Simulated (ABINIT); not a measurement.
# Ti3Al (P-6m2) in ABINIT: reference runs, part 2 of 2

ABINIT 10.8.3 (patched build). Earlier steps stand in the parts before.

**3. Single point, PBE**

run.py

```python
import json, os
import numpy as np
from ase.units import GPa
from ase.calculators.abinit import Abinit, AbinitProfile
from ase import Atoms

atoms = Atoms(['Ti', 'Ti', 'Ti', 'Al'],
              cell=[[2.9275422229, 0.0, 0.0], [-1.4637711114, 2.5353259357, 0.0], [0.0, 0.0, 9.226362]],
              scaled_positions=[[0.3333333333, 0.6666666667, 0.249406], [0.3333333333, 0.6666666667, 0.750594], [0.6666666667, 0.3333333333, 0.0], [0.6666666667, 0.3333333333, 0.5]],
              pbc=True)

profile = AbinitProfile(command='abinit', pp_paths=[os.path.abspath('pseudos')])
params = dict(
    pps='pawxml', xc='PBE',
    ecut=408.1708,
    pawecutdg=816.3416,
    pawxcdev=0,
    kptopt=1,
    ngkpt=[10, 10, 3],
    nshiftk=1,
    shiftk=[0.0, 0.0, 0.0],
    ixc=11,
    nband=24,
    occopt=3,
    tsmear=0.05,
    nstep=100,
    tolvrs=1e-09,
    prtwf=0,
    prtden=0,
)

atoms.calc = Abinit(profile=profile, directory='run', **params)
energy = atoms.get_potential_energy()
forces = atoms.get_forces()
stress = atoms.get_stress()
print(f'energy {energy:.6f} eV')
print('forces (eV/A)')
print(np.round(forces, 5))
print('stress (GPa, Voigt, tension positive)', np.round(stress / GPa, 4))
json.dump(dict(energy=energy, forces=forces.tolist(), stress=stress.tolist(), cell=atoms.cell.tolist(), frac=atoms.get_scaled_positions(wrap=False).tolist()), open('results.json', 'w'))
```

Potentials or basis: JTH PAW PBE v2.0.

Launch:

```console
$ python run.py
```

Output:

```text
energy -4845.657400 eV
forces (eV/A)
[[ 0.       0.      -0.00136]
 [ 0.      -0.       0.00136]
 [-0.      -0.      -0.     ]
 [-0.      -0.      -0.     ]]
stress (GPa, Voigt, tension positive) [-0.3746 -0.3746 -0.5728  0.      0.     -0.    ]
```

abinit.in:

```text
ecut 408.1708 eV
ixc 11
kptopt 1
natom 4
nband 24
ngkpt
10 10 3
nshiftk 1
nsppol 1
nstep 100
occopt 3
pawecutdg 816.3416 eV
pawxcdev 0
prtden 0
prtwf 0
shiftk
0.0 0.0 0.0
tolvrs 1e-09
tsmear 0.05 eV
#Definition of the unit cell
acell
1.00000000000000 1.00000000000000 1.00000000000000 Angstrom
rprim
2.92754222290000 0.00000000000000 0.00000000000000
-1.46377111140000 2.53532593570000 0.00000000000000
0.00000000000000 0.00000000000000 9.22636200000000
chkprim 0 # Allow non-primitive cells
#Definition of the atom types
ntypat 2
znucl 13 22
#Enumerate different atomic species
typat
 2 2 2 1
pseudos "./pseudos/Al.GGA_PBE-JTH.xml,
./pseudos/Ti.GGA_PBE-JTH.xml"
#Definition of the atoms
xcart
-0.00000000021362 3.19404777229587 4.34846776285047
-0.00000000021362 3.19404777229587 13.08682955497858
2.76612651186053 1.59702388590838 0.00000000000000
2.76612651186053 1.59702388590838 8.71764865891453
chkexit 1 # abinit.exit file in the running directory terminates after the current SCF
```

abinit.abo:

```text
.Version 10.8.3 of ABINIT
 Symmetries : space group P-6 m 2 (#187); Bravais hP (primitive hexag.)
================================================================================
 Values of the parameters that define the memory need of the present run
     intxc =       0    ionmov =       0      iscf =      17    lmnmax =      18
     lnmax =       6     mgfft =      64  mpssoang =       3    mqgrid =    4299
     natom =       4  nloc_mem =       2    nspden =       1   nspinor =       1
    nsppol =       1      nsym =      12    n1xccc =       1    ntypat =       2
    occopt =       3   xclevel =       2
       mpw =        1307          nfft =       25600          nkpt =          28
 PAW method is used; the additional fine FFT grid is defined by:
   mgfftf=        90    nfftf =     81000
================================================================================
================================================================================

--------------------------------------------------------------------------------
------------- Echo of variables that govern the present computation ------------
--------------------------------------------------------------------------------
 -outvars: echo values of preprocessed input variables --------
            acell      1.8897261259E+00  1.8897261259E+00  1.8897261259E+00 Bohr
              amu      2.69815390E+01  4.78800000E+01
          chkexit           1
          chkprim           0
             ecut      1.50000002E+01 Hartree
              ixc          11
         kptrlatt       10    0    0      0   10    0      0    0    3
          kptrlen      5.23058920E+01
            natom           4
            nband          24
            ngfft          20      20      64
          ngfftdg          30      30      90
             nkpt          28
            nstep         100
             nsym          12
           ntypat           2
           occopt           3
        pawecutdg      3.00000005E+01 Hartree
         pawxcdev           0
           prtden           0
            prtwf           0
            rprim      2.9275422229E+00  0.0000000000E+00  0.0000000000E+00
                      -1.4637711114E+00  2.5353259357E+00  0.0000000000E+00
                       0.0000000000E+00  0.0000000000E+00  9.2263620000E+00
          spgroup         187
           tolvrs      1.00000000E-09
           tsmear      1.83746611E-03 Hartree
            typat      2  2  2  1
           useylm           1
           xangst      1.2482664025E-10  1.6902172904E+00  2.3011100409E+00
                       1.2482664025E-10  1.6902172904E+00  6.9252519588E+00
                       1.4637711116E+00  8.4510864512E-01 -1.7296562052E-10
                       1.4637711116E+00  8.4510864512E-01  4.6131809998E+00
[... 169 lines left out ...]
    2      0.00000000000000    -0.00000000000000     0.00135541107791
    3     -0.00000000000000    -0.00000000000000    -0.00000000000000
    4     -0.00000000000000    -0.00000000000000    -0.00000000000000
 frms,max,avg= 5.5334426E-04 1.3554111E-03   0.000E+00  0.000E+00  0.000E+00 e/A
 length scales=  1.889726125908  1.889726125908  1.889726125908 bohr
              =  1.000000000000  1.000000000000  1.000000000000 angstroms
 Fermi (or HOMO) energy (hartree) =   0.28369   Average Vxc (hartree)=  -0.39558
 Eigenvalues (hartree) for nkpt=  28  k points:
 kpt#   1, nband= 24, wtk=  0.00333, kpt=  0.0000  0.0000  0.0000 (reduced coord)
  -1.80043   -1.79864   -1.79650   -0.93785   -0.92870   -0.91810   -0.91684   -0.91684
  -0.91533   -0.91533   -0.91398   -0.91398   -0.02661    0.09722    0.10665    0.19286
   0.25534    0.30086    0.31036    0.31368    0.31368    0.31699    0.31705    0.32831
      occupation numbers for kpt#   1
   2.00000    2.00000    2.00000    2.00000    2.00000    2.00000    2.00000    2.00000
   2.00000    2.00000    2.00000    2.00000    2.00000    2.00000    2.00000    2.00000
   2.00000    0.00018    0.00000    0.00000    0.00000    0.00000    0.00000    0.00000
 prteigrs : prtvol=0 or 1, do not print more k-points.

--- !EnergyTerms
iteration_state     : {dtset: 1, }
comment             : Components of total free energy in Hartree
kinetic             :  2.39340795317403E+01
hartree             :  5.37494708370782E+01
xc                  : -1.07593441974283E+01
Ewald energy        : -1.09405484584899E+02
psp_core            :  6.14663634611816E+00
local_psp           : -1.41829190309101E+02
PAW spherical_terms :  9.02538492753671E-02
internal            : -1.78073578527217E+02
'-kT*entropy'       : -1.04643126202769E-03
total_energy        : -1.78074624958479E+02
total_energy_eV     : -4.84565740035337E+03
...

--- !EnergyTermsDC
iteration_state     : {dtset: 1, }
comment             : '"Double-counting" decomposition of free energy'
band_energy         : -2.42935337458057E+01
Ewald energy        : -1.09405484584899E+02
psp_core            :  6.14663634611816E+00
xc_dc               : -5.26019794463251E+01
PAW spherical_terms :  2.08078388314404E+00
internal            : -1.78073577547767E+02
'-kT*entropy'       : -1.04643126202769E-03
total_energy_dc     : -1.78074623979029E+02
total_energy_dc_eV  : -4.84565737370120E+03
...

--- !EnergyTermsWithPAWCore
iteration_state     : {dtset: 1, }
comment             : 'Components of total free energy, including PAW core contributions'
Total energy        : -2.80427190079503E+03
Total energy DC     : -2.80427189981559E+03
Total energy (eV)   : -7.63081258312850E+04
Total energy DC (eV): -7.63081258046328E+04
...

 Cartesian components of stress tensor (hartree/bohr^3)
  sigma(1 1)= -1.27329956E-05  sigma(3 2)=  0.00000000E+00
  sigma(2 2)= -1.27329958E-05  sigma(3 1)=  0.00000000E+00
  sigma(3 3)= -1.94697720E-05  sigma(2 1)= -2.62058471E-13

-Cartesian components of stress tensor (GPa)         [Pressure=  4.4069E-01 GPa]
- sigma(1 1)= -3.74617665E-01  sigma(3 2)=  0.00000000E+00
- sigma(2 2)= -3.74617670E-01  sigma(3 1)=  0.00000000E+00
- sigma(3 3)= -5.72820469E-01  sigma(2 1)= -7.71002639E-09

== END DATASET(S) ==============================================================
================================================================================

 -outvars: echo values of variables after computation  --------
            acell      1.8897261259E+00  1.8897261259E+00  1.8897261259E+00 Bohr
           etotal     -1.7807462398E+02
            fcart      3.0419853492E-29  1.6509135966E-28 -2.6358548839E-05
                       3.0419853492E-29 -3.5125821210E-30  2.6358548839E-05
                      -1.8251912095E-29 -8.7814553009E-29 -0.0000000000E+00
                      -4.2587794888E-29 -7.3764224527E-29 -0.0000000000E+00
            rprim      2.9275422229E+00  0.0000000000E+00  0.0000000000E+00
                      -1.4637711114E+00  2.5353259357E+00  0.0000000000E+00
                       0.0000000000E+00  0.0000000000E+00  9.2263620000E+00
           strten     -1.2732995636E-05 -1.2732995814E-05 -1.9469771996E-05
                       0.0000000000E+00  0.0000000000E+00 -2.6205847061E-13
           xangst      1.2482664025E-10  1.6902172904E+00  2.3011100409E+00
                       1.2482664025E-10  1.6902172904E+00  6.9252519588E+00
                       1.4637711116E+00  8.4510864512E-01 -1.7296562052E-10
                       1.4637711116E+00  8.4510864512E-01  4.6131809998E+00
             xred      3.3333333334E-01  6.6666666662E-01  2.4940599999E-01
                       3.3333333334E-01  6.6666666662E-01  7.5059399997E-01
                       6.6666666668E-01  3.3333333329E-01 -1.8746892927E-11
                       6.6666666668E-01  3.3333333329E-01  4.9999999998E-01
 Calculation completed.
```

It took 36 s on 1 thread of Arm Neoverse V2, shared host; peak memory 0.13 GiB.

Results:

```yaml
Free_energy: -4845.6574 eV
Pressure: 0.4 GPa
Band_gap_on_the_k_mesh: none (metal or under the smearing width)
Valence_electrons_inside_the_program's_atomic_spheres: Ti 10.15, 10.16; Al 0.75
```

Stress tensor (GPa, compression positive):
```
0.37 0.00 0.00
0.00 0.37 0.00
0.00 0.00 0.57
```

**4. Single point, PBE (atoms moved at random, drawn with an rms of 0.05 Å)**

run.abi

```
# Pseudopotentials
pp_dirpath "./"
pseudos "Ti.GGA_PBE-JTH.xml, Al.GGA_PBE-JTH.xml"

# Structure
acell 3*1.0
rprim
     5.5322530196     0.0000000000     0.0000000000
    -2.7661265097     4.7910716551     0.0000000000
     0.0000000000     0.0000000000    17.4352973067
ntypat 2
znucl 22 13
natom 4
typat 1 1 1 2
xred
     0.3522190000     0.6805740000     0.2548270000
     0.3479140000     0.6913960000     0.7463020000
     0.6520880000     0.3418930000     0.0003530000
     0.6604000000     0.3215280000     0.5011080000
chkprim 0
chksymtnons 0
tolsym 1.0e-6

# Plane-wave basis
ecut 408.170794 eV
pawecutdg 30.0
pawxcdev 0

# k points
kptopt 1
ngkpt 10 10 3
nshiftk 1
shiftk 0.0 0.0 0.0

# Exchange and correlation
ixc 11

# Bands and occupations
nband 24
occopt 3
tsmear 0.00183747

# SCF cycle
nstep 100
tolvrs 1.0e-9

# Output
iomode 3
prtwf 0
prtden 0
prteig 0
prtebands 0
enunit 2
```

Launch:

```console
$ abinit run.abi > log 2>&1
```

Run time: 3.1 min. Hardware: 1 thread of Arm Neoverse V2, shared host; peak memory 0.23 GiB.

It converged, with:

```
Free energy                                           : -4845.6274 eV
Pressure                                              : 0.4 GPa
Largest force                                         : 0.422 eV/Å
Band gap on the k mesh                                : none (metal or under the smearing width)
Valence electrons inside the program's atomic spheres : Ti 10.14, 10.15; Al 0.77
```

Forces in eV/Å, atoms in the order of the input:
```
Ti  -0.106 -0.074 -0.347
Ti  -0.034 -0.161  0.389
Ti   0.095  0.036  0.010
Al   0.045  0.200 -0.052
```

Stress tensor (GPa, compression positive):
```
-0.56 -0.63  0.07
-0.63  0.75 -0.12
 0.07 -0.12  1.09
```

Levels at points of the mesh, in eV from the Fermi level:
```
           k point  band 17  band 18  band 19  band 20  band 21  band 22  band 23  band 24
(0.00, 0.00, 0.00)    -0.65     0.34     0.59     0.85     0.87     0.95     0.97     1.21
(0.50, 0.00, 0.00)    -1.40    -1.25    -0.63    -0.41     0.93     1.02     1.14     1.72
(0.00, 0.50, 0.00)    -1.40    -1.21    -0.72    -0.36     0.95     1.02     1.08     1.76
(0.50, 0.50, 0.00)    -1.39    -1.18    -0.68    -0.33     0.97     1.00     1.04     1.74
```
